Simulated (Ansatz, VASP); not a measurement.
# One calculation of TiN, two programs

```
Ti N
1.0
     0.00000    2.12340    2.12340
     2.12340    0.00000    2.12340
     2.12340    2.12340    0.00000
Ti N
1 1
Direct
  0.00000 0.00000 0.00000
  0.50000 0.50000 0.50000
```

Alike in both runs: functional PBE; k mesh 18 × 18 × 18; occupations gaussian, width 0.1 eV; no spin polarisation.

Ansatz relaxed the structure, and its values are those at the end. VASP's run is a single point on that final structure, the one shown.

|  | VASP | Ansatz |
| --- | --- | --- |
| version | VASP 6.6.1 | Ansatz 0.2.0 |
| potentials or method | VASP PAW PBE potentials, release 64 (Ti_sv, N) | scalar-relativistic, plane waves, PAW |
| plane-wave cutoff (eV) | 520 | 420 |
| valence electrons in the cell | 17 | 17 |

|  | VASP | Ansatz | Ansatz less VASP |
| --- | --- | --- | --- |
| gap on the k mesh at the Fermi level (eV) | none | none | - |
| pressure (GPa) | 0.5 | 0.0 | -0.43 |

A gap of «none» marks a metal or a gap that the smearing closes. With one functional, cell and mesh, what is left measures potentials, basis and numerics.
